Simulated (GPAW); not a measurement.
Ga:

```xyz
1
Lattice="2.7165 0.0000 0.0000 0.0000 2.7165 0.0000 0.0000 0.0000 2.7165" Properties=species:S:1:pos:R:3 pbc="T T T"
Ga    0.0000    0.0000    0.0000
```

The cell was built by a generator and needn't be a form met in nature.

Base run:

| Quantity | Value |
| --- | --- |
| Program | GPAW 26.7.0 |
| Functional | r2SCAN |
| Potentials or basis | GPAW PAW data sets (gpaw-data 1.2.1) |
| Cutoff | 600 eV |
| Basis | pw |
| k mesh | 10 × 10 × 10 |
| Occupations | fermi-dirac, width 0.05 eV |
| Spin | no spin polarisation |

Its results: pressure -2.6 GPa.

Q: The run is repeated on the same cell with these changes: functional from r2SCAN to SCAN. What comes out?

A: Pressure -3.1 GPa.

Caveats: the PAW data sets were made with another functional, which shifts forces and pressure a little.

Not every run made on this cell is shown here.
